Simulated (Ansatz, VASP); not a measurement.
Two plane-wave programs on MgS

```xyz
2
Lattice="0.0000 2.8257 2.8257 2.8257 0.0000 2.8257 2.8257 2.8257 0.0000" Properties=species:S:1:pos:R:3 pbc="T T T"
Mg    0.0000    0.0000    0.0000
S     4.2385    4.2385    4.2385
```

Alike in both runs: functional PBEsol; k mesh 8 × 8 × 8; occupations gaussian, width 0.02 eV; no spin polarisation.

Ansatz relaxed the structure, and its values are those at the end. VASP's run is a single point on that final structure, the one shown.

|  | VASP | Ansatz |
| --- | --- | --- |
| version | VASP 6.6.1 | Ansatz 0.2.0 |
| potentials or method | VASP PAW PBE potentials, release 64 (Mg, S) | scalar-relativistic, plane waves, PAW |
| plane-wave cutoff (eV) | 520 | 420 |
| valence electrons in the cell | 8 | 16 |

VASP gave:

| Quantity | Value |
| --- | --- |
| gap on the k mesh at the Fermi level (eV) | 3.32 |
| least direct gap on the mesh (eV) | 3.32 |
| pressure (GPa) | -0.1 |

Q: Which values does Ansatz return?

A: gap on the k mesh at the Fermi level (eV): 3.32; least direct gap on the mesh (eV): 3.32; pressure (GPa): 0.0.

The two sets of potentials don't hold the same shells in valence.

Caveats: the PAW data sets were made with another functional, which shifts forces and pressure a little (VASP). A k mesh can miss the band edges.
